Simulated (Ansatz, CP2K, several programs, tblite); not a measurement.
Energy against volume for RbBr built on the NiAs prototype, at fixed shape and fractional coordinates, computed by several methods (PBE and r2SCAN, where shown, with plane waves in Ansatz); the cell shown is that of r2SCAN. With free coordinates or axes held, a curve is too stiff, and on another method's shape its minimum isn't the method's own volume. The symmetry is P6_3/mmc (No. 194, hexagonal); a = 4.771 Å, c = 8.410 Å in the conventional setting, 41.45 Å³ an atom. Rb has 6 Br at 3.47 Å; Br has 6 Rb at 3.47 Å. All values are calculated for a non-magnetic cell, which may be hypothetical. Energies count from each curve's lowest point; fits are third-order Birch-Murnaghan.

```cif
data_structure
_symmetry_space_group_name_H-M 'P6_3/mmc'
_symmetry_Int_Tables_number 194
_cell_length_a 4.7711
_cell_length_b 4.7711
_cell_length_c 8.4102
_cell_angle_alpha 90.000
_cell_angle_beta 90.000
_cell_angle_gamma 120.000
_cell_volume 165.79
loop_
_atom_site_label
_atom_site_type_symbol
_atom_site_symmetry_multiplicity
_atom_site_Wyckoff_symbol
_atom_site_fract_x
_atom_site_fract_y
_atom_site_fract_z
_atom_site_occupancy
Rb1 Rb 2 a 0.00000 0.00000 0.00000 1
Br1 Br 2 c 0.33333 0.66667 0.25000 1
```

Question: r2SCAN, on the shape of its own relaxed cell, gives
```tsv
V (Å³/atom)	E (meV/atom)
38.962	7.84
40.205	1.95
41.449	0.00
42.692	1.32
43.935	5.38
```
What equilibrium volume and bulk modulus follow?

Answer: V₀ = 41.53 Å³ an atom and B₀ = 14 GPa.

PBE/DZVP (CP2K), on the shape of the cell shown:
```csv
V (Å³/atom),E (meV/atom)
36.475,66.22
38.962,25.93
41.449,5.77
43.935,0.00
46.422,4.44
```
V₀ = 43.96 Å³ an atom and B₀ = 12 GPa.

GFN2-xTB (tblite), on the shape of the cell shown, as a cluster of 16 atoms at the zone centre:
```tsv
V (Å³/atom)	E (meV/atom)
36.475	234.31
38.962	150.65
41.449	87.04
43.935	38.11
46.422	0.00
```
The lowest point is an end point, so the minimum isn't bracketed.

light PBE (260 eV, its own mesh), on the shape of the cell shown:

| V (Å³/atom) | E (meV/atom) |
| --- | --- |
| 38.133 | 28.08 |
| 39.791 | 12.23 |
| 41.449 | 3.60 |
| 43.107 | 0.29 |
| 44.764 | 0.00 |
| 46.422 | 7.51 |

The points scatter about a smooth fit, as a low cutoff and a light mesh can make them, so no fit is quoted.

PBE, on the shape of its own relaxed cell:

| V (Å³/atom) | E (meV/atom) |
| --- | --- |
| 40.760 | 6.04 |
| 42.061 | 1.32 |
| 43.362 | 0.00 |
| 44.662 | 1.52 |
| 45.963 | 5.42 |

V₀ = 43.28 Å³ an atom and B₀ = 12 GPa.
